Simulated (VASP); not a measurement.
Wanted: the native input for a VASP 6.6.1 run.

- Task: single point
- Functional: r2SCAN
- Potentials or basis: VASP PAW PBE potentials, release 64 (Fe, O)
- Cutoff: 520 eV
- k mesh: 8 × 8 × 8
- Occupations: gaussian, width 0.05 eV
- Spin: collinear spin, random start
- Starting moments: [3.44, 0.0] μB
- Hubbard terms: Fe d U = 4 eV
- Further INCAR settings: ALGO = Normal; EDIFF = 1e-06; NBANDS = 18

The structure of FeO lies in POSCAR:

```
FeO
1.0
    0.0000000000      2.1554001600      2.1554001600
    2.1554001600      0.0000000000      2.1554001600
    2.1554001600      2.1554001600      0.0000000000
Fe O
1 1
Direct
    0.0000000000      0.0000000000      0.0000000000
    0.5000000000      0.5000000000      0.5000000000
```

One way to write it, as run:

INCAR

```
  PREC = Accurate
  ENCUT = 520
  EDIFF = 1E-6
  ISMEAR = 0
  SIGMA = 0.05
  LREAL = False
  LASPH = True
  NELM = 150
  ALGO = Normal
  ISIF = 2
  LWAVE = False
  LCHARG = True
  ISPIN = 2
  MAGMOM = 3.44 0
  LORBIT = 11
  LMAXMIX = 4
  LDAU = True
  LDAUTYPE = 2
  LDAUL = 2 -1
  LDAUU = 4 0
  LDAUJ = 0 0
  LDAUPRINT = 1
  METAGGA = R2SCAN
  LMIXTAU = True
  LELF = True
  LVHAR = True
  NBANDS = 18
```

KPOINTS

```
Automatic mesh
0
Gamma
  8 8 8
```

Potentials or basis: VASP PAW PBE potentials, release 64 (Fe, O).

Command:

```console
$ cat potpaw_PBE.64/Fe/POTCAR potpaw_PBE.64/O/POTCAR > POTCAR
$ mpirun -np 1 vasp_std > vasp.out
```

Results of the run:

```yaml
Pressure: -5.9 GPa
Band_gap_on_the_k_mesh: none (metal or under the smearing width)
Net_moment: 4.00 μB per cell
Site_moments: Fe +3.86; O +0.19 μB
Valence_electrons_inside_the_program's_atomic_spheres: Fe 6.71; O 5.05
```

Caveat: the PAW data sets were made with another functional, which shifts forces and pressure a little; a cell with one magnetic atom can't hold antiferromagnetic order, which such compounds often take.

Wall time 31 s on 1 thread of Intel(R) Xeon(R) 6975P-C (Granite Rapids) (shared host), peak memory 0.16 GiB.
